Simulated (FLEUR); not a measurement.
# Ge (Cmcm) in FLEUR: further runs

One crystal, Ge, is run at these levels: PBEsol; tasks: equation of state.

Everything below comes from runs of FLEUR MaX-R8.1 (later development tree). Logs are shortened: lines on timing, memory, paths and dates and some standing lists are left out, and cuts for length are marked.

## (1) The structure

It takes space group Cmcm (No. 63, orthorhombic). Conventional cell: a = 2.976 Å, b = 5.189 Å, c = 4.728 Å, α = 90.00°, β = 90.00°, γ = 90.00°. Ge (site symmetry m2m) is surrounded by 12 Ge at 2.92 to 2.99 Å.

This isn't the form of Ge at room conditions, which is diamond.

## (2) Equation of state, PBEsol, 17.16 Å³/atom (volume scaled by 0.94)

The input, inp.xml:

```xml
<?xml version="1.0" encoding="UTF-8" standalone="no"?>
<fleurInput fleurInputVersion="0.39">
   <comment>
      Ge                                                                                                  
   </comment>
   <calculationSetup>
      <cutoffs Kmax="4.1" Gmax="12.7" GmaxXC="12.7" numbands="0"/>
      <scfLoop itmax="60" minDistance="0.00001" maxIterBroyd="15" imix="Anderson" alpha="0.05" precondParam="0.0" spinf="2.0" sdNocoIR="T"/>
      <coreElectrons ctail="T" frcor="F" kcrel="0" coretail_lmax="0"/>
      <xcFunctional name="PBEs" relativisticCorrections="F"/>
      <magnetism jspins="1"/>
      <soc l_soc="F" theta="0.0" phi="0.0" spav="F"/>
      <expertModes spex="0" secvar="F"/>
      <geometryOptimization l_f="F" forcealpha="1.0" forcemix="BFGS" epsdisp="0.0005" epsforce="0.0002"/>
      <ldaU l_linMix="F" mixParam="0.05" spinf="1.0"/>
   </calculationSetup>
   <cell>
      <bzIntegration valenceElectrons="44.0" mode="hist" fermiSmearingEnergy="0.00183747">
         <kPointListSelection listName="default-1"/>
         <!-- k-points included here -->
         <xi:include xmlns:xi="http://www.w3.org/2001/XInclude" href="kpts.xml"> </xi:include>
      </bzIntegration>
      <!-- symmetry operations included here -->
      <xi:include xmlns:xi="http://www.w3.org/2001/XInclude" href="sym.xml"> </xi:include>
      <bulkLattice scale="0.9795861087">
         <bravaisMatrix>
            <row-1>    2.8120124871599446    -4.9032527412451854     0.0000000000000000</row-1>
            <row-2>    2.8120124871599446     4.9032527412451854     0.0000000000000000</row-2>
            <row-3>    0.0000000000000000     0.0000000000000000     8.9338612709119740</row-3>
         </bravaisMatrix>
      </bulkLattice>
   </cell>
   <atomSpecies>
      <species name="Germanium (Ge)" element="Ge" atomicNumber="32">
         <mtSphere radius="2.48" gridPoints="847" logIncrement="0.015"/>
         <atomicCutoffs lmax="10" lnonsphr="10"/>
         <electronConfig flipSpins="F">
            <coreConfig>(1s1/2) (2s1/2) (2p1/2) (2p3/2)</coreConfig>
            <valenceConfig>(3s1/2) (3p1/2) (3p3/2) (4s1/2) (3d3/2) (3d5/2) (4p1/2) (4p3/2)</valenceConfig>
            <stateOccupation state="(4p1/2)" spinUp="0.333333" spinDown="0.333333"/>
            <stateOccupation state="(4p3/2)" spinUp="0.666667" spinDown="0.666667"/>
         </electronConfig>
         <energyParameters s="4" p="4" d="3" f="4"/>
         <lo type="SCLO" l="0" n="3" eDeriv="0"/>
         <lo type="SCLO" l="1" n="3" eDeriv="0"/>
         <lo type="SCLO" l="1" n="3" eDeriv="1"/>
         <lo type="HELO" l="2" n="4" eDeriv="0"/>
         <lo type="HELO" l="2" n="4" eDeriv="1"/>
         <lo type="SCLO" l="3" n="4" eDeriv="2"/>
      </species>
   </atomSpecies>
   <atomGroups>
      <atomGroup species="Germanium (Ge)">
         <relPos label="                   1">.3334466300 -.3334466300 1.000/4.000</relPos>
         <relPos label="                   2">-.3334466300 .3334466300 -1.000/4.000</relPos>
         <force calculate="T" relaxXYZ="TTT"/>
      </atomGroup>
   </atomGroups>
   <output dos="F" band="F" slice="F">
      <checks vchk="F" cdinf="F"/>
      <bandDOS minEnergy="-.5*Htr" maxEnergy="0.5*Htr" sigma="0.015" storeEVData="T"/>
      <vacuumDOS vacdos="F" integ="F" star="F" nstars="0" locx1="0.0" locy1="0.0" locx2="0.0" locy2="0.0" nstm="0" tworkf="0.0"/>
      <unfoldingBand unfoldBand="F" supercellX="1" supercellY="1" supercellZ="1"/>
      <plotting iplot="0" polar="F">
         <plot TwoD="T" vec1="  1.0  0.0  0.0" vec2="  0.0  1.0  0.0" vec3="  0.0  0.0  1.0" zero="  0.0  0.0  0.0" file="plot"/>
      </plotting>
      <chargeDensitySlicing numkpt="0" minEigenval="0.0" maxEigenval="0.0" nnne="0" pallst="F"/>
      <specialOutput eonly="F"/>
      <moessbauerParams electricFieldGradient="T" isomerShift="T" coreHyperfine="T" valenceHyperfine="T"/>
      <magneticCircularDichroism mcd="F" energyLo="-10.0" energyUp="0.0"/>
   </output>
  <!-- We include the file relax.xml here to enable relaxations (see documentation) -->
  <xi:include xmlns:xi="http://www.w3.org/2001/XInclude" href="relax.xml"> <xi:fallback/> </xi:include>
</fleurInput>
```

Potentials or basis: all-electron, FLAPW.

The run is started by

```
inpgen -f crystal.txt -profile fastHighL
# inp.xml edited to the form shown
fleur_MPI
```

What it wrote:

```text
Welcome to FLEUR        (www.flapw.de)
      MaX-Release 8.1          (www.max-centre.eu)

 ========== k-point set info ==========
 Selected k-point list: default-1
 k-point list type: mesh
 10 x 10 x 6
 Number of k points: 124

 ------------Calculation Setup---------------------------
 Number of MPI-tasks      :            1
 Number of PE/node        :            1
 Number of OMP-threads    :            1
 Most efficient MPI parallelization for:
           1           2           4          31          62         124
 Additional eigenvalue parallelization possible
 Number of basis functions:          371
 Approximate size of matrices (H+S) per k-point:         0.002 GB
 --------------------------------------------------------
 Iteration:     1   Distance:       4.41062429 me/bohr^3
 Iteration:     2   Distance:       4.04548148 me/bohr^3
 Iteration:     3   Distance:       1.74976544 me/bohr^3
 Iteration:     4   Distance:       0.16964962 me/bohr^3
 Iteration:     5   Distance:       0.17404468 me/bohr^3
 Iteration:     6   Distance:       0.03468500 me/bohr^3
 Iteration:     7   Distance:       0.00313669 me/bohr^3
 Iteration:     8   Distance:       0.00198378 me/bohr^3
 Iteration:     9   Distance:       0.00034107 me/bohr^3
 Iteration:    10   Distance:       0.00022516 me/bohr^3
 Iteration:    11   Distance:       0.00005747 me/bohr^3
 Iteration:    12   Distance:       0.00000209 me/bohr^3

 ********************************************************************
 Run finished successfully
 Stop message:
   all done
 ********************************************************************
```

out.xml (last iteration):

```text
<iteration numberForCurrentRun="   12" overallNumber="   12">
         <energyParameters units="Htr">
            <atomicEP atomType="1" spin="1" branch="4s" branchLowest="-5.67" branchHighest="0.63" value="0.0117516643"/>
            <atomicEP atomType="1" spin="1" branch="4p" branchLowest="-3.73" branchHighest="1.22" value="0.2552176925"/>
            <atomicEP atomType="1" spin="1" branch="3d" branchLowest="-9.99" branchHighest="-0.56" value="-0.5624794172"/>
            <atomicEP atomType="1" spin="1" branch="4f" branchLowest="-9.99" branchHighest="3.01" value="0.6373373720"/>
            <loAtomicEP atomType="1" spin="1" branch="3s" branchLowest="-49.85" branchHighest="-5.67" value="-5.6692996227"/>
            <loAtomicEP atomType="1" spin="1" branch="3p" branchLowest="-43.50" branchHighest="-3.73" value="-3.7349969402"/>
            <loAtomicEP atomType="1" spin="1" branch="3p" branchLowest="-43.50" branchHighest="-3.73" value="-3.7349969402"/>
            <heloAtomicEP atomType="1" spin="1" branch="4d" branchLowest="1.76" branchHighest="1.76" value="1.7597099672"/>
            <heloAtomicEP atomType="1" spin="1" branch="4d" branchLowest="1.76" branchHighest="1.76" value="1.7597099672"/>
            <loAtomicEP atomType="1" spin="1" branch="4f" branchLowest="-9.99" branchHighest="3.01" value="0.6373399205"/>
         </energyParameters>
         <eigenvalues>
            <eigenvaluesAt spin="1" ikpt="1" k_x="0.00000000" k_y="0.00000000" k_z="0.00000000">
                      -5.6693063077       -5.6692985546       -3.7329728826       -3.7329672935       -3.7329530349
                      -3.7329475443       -3.7328074343       -3.7327057110       -0.5731966632       -0.5725811067
                      -0.5725172185       -0.5724157402       -0.5721511595       -0.5720088642       -0.5716029883
                      -0.5715806509       -0.5683242061       -0.5683060821       -0.1777929177        0.0552174314
                       0.1161200857        0.5915553955        0.5960540632        0.6719081323        0.6765920362
                       0.7315938227        0.7750958688        0.8190804225        0.8714527601        0.8779563887
                       0.9515900222        0.9554185785        0.9619929599        0.9808984579
            </eigenvaluesAt>
            <eigenvaluesAt spin="1" ikpt="2" k_x="0.00000000" k_y="0.00000000" k_z="0.16666667">
                      -5.6693057854       -5.6692990713       -3.7329714362       -3.7329658510       -3.7329543253
                      -3.7329488277       -3.7328004876       -3.7327124183       -0.5731280800       -0.5728310845
                      -0.5726901386       -0.5725377633       -0.5722876394       -0.5721473486       -0.5711015631
                      -0.5710577047       -0.5684328729       -0.5684121855       -0.1706189460        0.0003829767
                       0.1848958106        0.5973614270        0.6018481709        0.6605471609        0.6695149428
                       0.6740941163        0.7803469412        0.8362147372        0.8462942735        0.8526716512
                       0.8996982236        0.9151778498        0.9213372973        1.0065880523
            </eigenvaluesAt>
            <eigenvaluesAt spin="1" ikpt="3" k_x="0.00000000" k_y="0.00000000" k_z="0.33333333">
                      -5.6693043779       -5.6693005102       -3.7329679017       -3.7329623363       -3.7329579328
                      -3.7329524152       -3.7327819012       -3.7327309613       -0.5730330191       -0.5729434347
                      -0.5728846720       -0.5726417553       -0.5725812056       -0.5724725411       -0.5702371164
                      -0.5701928900       -0.5687918694       -0.5687643737       -0.1490595223       -0.0628294588
                       0.2896539095        0.5353656780        0.6137911560        0.6182186781        0.6584884268
                       0.6628881214        0.7957899736        0.8238187496        0.8301265722        0.8548547701
                       0.8618916484        0.8667401918        0.8711237168        0.9458626225
            </eigenvaluesAt>
            <eigenvaluesAt spin="1" ikpt="4" k_x="0.00000000" k_y="0.00000000" k_z="0.50000000">
                      -5.6693024487       -5.6693024487       -3.7329629456       -3.7329629456       -3.7329574082
                      -3.7329574082       -3.7327562937       -3.7327562937       -0.5729276971       -0.5729276971
                      -0.5727829032       -0.5727829032       -0.5727492778       -0.5727492778       -0.5694120020
                      -0.5694120020       -0.5693756844       -0.5693756844       -0.1130707919       -0.1130707919
                       0.4079584920        0.4079584920        0.6369802807        0.6369802807        0.6413525737
                       0.6413525737        0.8209374109        0.8209374109        0.8319089189        0.8319089189
                       0.8377287957        0.8377287957        0.8980713299        0.8980713299
            </eigenvaluesAt>
         </eigenvalues>
         <bandgap value="0.0044313065" units="eV"/>
         <sumValenceSingleParticleEnergies value="-77.8552993245" units="Htr"/>
         <FermiEnergy value="0.3322296829" units="Htr"/>
         <valenceDensity>
            <mtCharges spin="1">
               <mtCharge atomType="1" total="20.6588907" s="3.3960985" p="7.1510483" d="10.0897159" f="0.0195691"/>
            </mtCharges>
            <spinDependentCharge spin="1" total="44.0000000" interstitial="2.6822185" mtSpheres="41.3177815"/>
            <totalCharge value="44.0000000000"/>
         </valenceDensity>
         <coreStates atomType="     1" atomicNumber=" 32" spin="1" kinEnergy="   1816.7272628185" eigValSum="  -1164.5051457283" lostElectrons=" 0.000000">
            <state n="1" l="0" j="0.5" energy="-401.8635991024" weight="1.0000000000"/>
            <state n="2" l="0" j="0.5" energy="-49.8458096325" weight="1.0000000000"/>
            <state n="2" l="1" j="0.5" energy="-44.2943322892" weight="1.0000000000"/>
            <state n="2" l="1" j="1.5" energy="-43.1244159200" weight="2.0000000000"/>
         </coreStates>
         <allElectronCharges>
            <spinDependentCharge spin="1" total="64.0000000" interstitial="2.6822185" mtSpheres="61.3177815"/>
            <totalCharge value="64.0000000002"/>
         </allElectronCharges>
         <moessbauerParams unitsHFF="kG" unitsIS="e/bohr^3" unitsEFG="Htr/bohr^2">
            <coreIsomerShift atomType="1" isTotal="31396.14614">
               <shell n="1" l="0" isomerShift="28504.48702"/>
               <shell n="2" l="0" isomerShift="2866.47466"/>
               <shell n="2" l="1" isomerShift="25.18446"/>
            </coreIsomerShift>
            <isomerShift atomType="1" nucleusRadius="0.0000986" averageDensity="31869.13174"/>
            <electricFieldGradient atomType="1" VXX="0.06008" VYY="0.06794" VZZ="-0.12801" asymParam="0.06139">
            </electricFieldGradient>
         </moessbauerParams>
         <totalEnergy                                    value="    -4195.1000538465" units="Htr">
            <sumOfEigenvalues                            value="    -2406.8655907812">
               <coreElectrons value="-2329.0102914567"/>
               <valenceElectrons value="-77.8552993245"/>
            </sumOfEigenvalues>
            <densityCoulombPotentialIntegral value="-6484.2383764592"/>
            <densityEffectivePotentialIntegral value="-6689.4262941533"/>
            <chargeDenXCDenIntegral value="-156.4280166643"/>
            <FockExchangeEnergyValence value="0.0000000000"/>
            <FockExchangeEnergyCore value="0.0000000000"/>
            <atomTypeDependentContributions atomType="1">
               <electronNucleiInteractionDifferentMTs value="5051.9841276524"/>
               <MadelungTerm value="-27.1294246724"/>
            </atomTypeDependentContributions>
            <tkbTimesEntropy value="0.0003430084"/>
            <freeEnergy value="-4195.1003968549"/>
            <extrapolationTo0K value="-4195.1002253507"/>
         </totalEnergy>
         <densityConvergence units="me/bohr^3">
            <chargeDensity spin="1" distance="0.0000020935"/>
         </densityConvergence>
      </iteration>
```

It took 80 s on 1 thread of Arm Neoverse V1, shared host; peak memory 0.09 GiB.

What came out:

* Free energy: -114154.4972 eV
* Band gap on the k mesh: none (metal or under the smearing width)
* Valence electrons inside the program's atomic spheres: Ge 20.66 (radii Ge 2.48 bohr)

## (3) Equation of state, PBEsol, 17.52 Å³/atom (volume scaled by 0.96)

inp.xml: that of step 2 with these lines changed.

```diff
@@ -24,3 +24,3 @@
       <xi:include xmlns:xi="http://www.w3.org/2001/XInclude" href="sym.xml"> </xi:include>
-      <bulkLattice scale="0.9795861087">
+      <bulkLattice scale="0.9864848297">
          <bravaisMatrix>
```

Potentials or basis: all-electron, FLAPW.

The run is started by

```
inpgen -f crystal.txt -profile fastHighL
# inp.xml edited to the form shown
fleur_MPI
```

It took 81 s on 1 thread of Arm Neoverse V1, shared host; peak memory 0.09 GiB.

The run converged. Its results:

```yaml
Free_energy: -114154.5205 eV
Band_gap_on_the_k_mesh: none (metal or under the smearing width)
Valence_electrons_inside_the_program's_atomic_spheres: Ge 20.63 (radii Ge 2.48 bohr)
```

## (4) Equation of state, PBEsol, 17.89 Å³/atom (volume scaled by 0.98)

inp.xml: that of step 3 with these lines changed.

```diff
@@ -24,3 +24,3 @@
       <xi:include xmlns:xi="http://www.w3.org/2001/XInclude" href="sym.xml"> </xi:include>
-      <bulkLattice scale="0.9864848297">
+      <bulkLattice scale="0.9932883884">
          <bravaisMatrix>
```

The run is started by

```
inpgen -f crystal.txt -profile fastHighL
# inp.xml edited to the form shown
fleur_MPI
```

It took 83 s on 1 thread of Arm Neoverse V1, shared host; peak memory 0.09 GiB.

It converged, with:

| Item | Value |
| --- | --- |
| Free energy | -114154.5349 eV |
| Band gap on the k mesh | none (metal or under the smearing width) |
| Valence electrons inside the program's atomic spheres | Ge 20.61 (radii Ge 2.48 bohr) |

## (5) Equation of state, PBEsol, 18.25 Å³/atom

inp.xml: that of step 4 with these lines changed.

```diff
@@ -24,3 +24,3 @@
       <xi:include xmlns:xi="http://www.w3.org/2001/XInclude" href="sym.xml"> </xi:include>
-      <bulkLattice scale="0.9932883884">
+      <bulkLattice scale="1.0000000000">
          <bravaisMatrix>
```

The run is started by

```
inpgen -f crystal.txt -profile fastHighL
# inp.xml edited to the form shown
fleur_MPI
```

It took 84 s on 1 thread of Arm Neoverse V1, shared host; peak memory 0.09 GiB.

The run converged. Its results:

```yaml
Free_energy: -114154.5412 eV
Band_gap_on_the_k_mesh: none (metal or under the smearing width)
Valence_electrons_inside_the_program's_atomic_spheres: Ge 20.59 (radii Ge 2.48 bohr)
```

## (6) Equation of state, PBEsol, 18.62 Å³/atom (volume scaled by 1.02)

inp.xml: that of step 5 with these lines changed.

```diff
@@ -24,3 +24,3 @@
       <xi:include xmlns:xi="http://www.w3.org/2001/XInclude" href="sym.xml"> </xi:include>
-      <bulkLattice scale="1.0000000000">
+      <bulkLattice scale="1.0066227096">
          <bravaisMatrix>
```

Potentials or basis: all-electron, FLAPW.

The run is started by

```
inpgen -f crystal.txt -profile fastHighL
# inp.xml edited to the form shown
fleur_MPI
```

Run time: 86 s. Hardware: 1 thread of Arm Neoverse V1, shared host; peak memory 0.09 GiB.

It converged, with:

| Property | Result |
| --- | --- |
| Free energy | -114154.5403 eV |
| Band gap on the k mesh | none (metal or under the smearing width) |
| Valence electrons inside the program's atomic spheres | Ge 20.57 (radii Ge 2.48 bohr) |

## (7) Equation of state, PBEsol, 18.98 Å³/atom (volume scaled by 1.04)

inp.xml: that of step 6 with these lines changed.

```diff
@@ -24,3 +24,3 @@
       <xi:include xmlns:xi="http://www.w3.org/2001/XInclude" href="sym.xml"> </xi:include>
-      <bulkLattice scale="1.0066227096">
+      <bulkLattice scale="1.0131594038">
          <bravaisMatrix>
```

The run is started by

```
inpgen -f crystal.txt -profile fastHighL
# inp.xml edited to the form shown
fleur_MPI
```

Run time: 88 s. Hardware: 1 thread of Arm Neoverse V1, shared host; peak memory 0.09 GiB.

The run converged. Its results:

- Free energy: -114154.5330 eV
- Band gap on the k mesh: none (metal or under the smearing width)
- Valence electrons inside the program's atomic spheres: Ge 20.55 (radii Ge 2.48 bohr)

## (8) Equation of state, PBEsol, 19.35 Å³/atom (volume scaled by 1.06)

inp.xml: that of step 7 with these lines changed.

```diff
@@ -24,3 +24,3 @@
       <xi:include xmlns:xi="http://www.w3.org/2001/XInclude" href="sym.xml"> </xi:include>
-      <bulkLattice scale="1.0131594038">
+      <bulkLattice scale="1.0196128224">
          <bravaisMatrix>
```

The run is started by

```
inpgen -f crystal.txt -profile fastHighL
# inp.xml edited to the form shown
fleur_MPI
```

Wall time 89 s (1 thread of Arm Neoverse V1, shared host); peak memory 0.09 GiB.

Results (log left out):

```yaml
Free_energy: -114154.5198 eV
Band_gap_on_the_k_mesh: none (metal or under the smearing width)
Valence_electrons_inside_the_program's_atomic_spheres: Ge 20.53 (radii Ge 2.48 bohr)
```

## (9) Equation of state, PBEsol

Potentials or basis: all-electron, FLAPW.

This step only gathers the single runs of the series.

What came out:

```
Equilibrium volume                        : 18.39 Å³/atom
Bulk modulus at fixed shape and positions : 77 GPa
Pressure derivative of the bulk modulus   : 4.3
```

Energy against volume, from the lowest point:
```
volume (Å³/atom)  energy (meV/atom)
          17.158              21.98
          17.523              10.36
          17.888               3.17
          18.253               0.00
          18.618               0.43
          18.984               4.10
          19.349              10.71
```

Caveat: the cell was scaled at fixed shape and fractional positions, which overstates the stiffness of a crystal with free parameters, most of all of layers and chains.
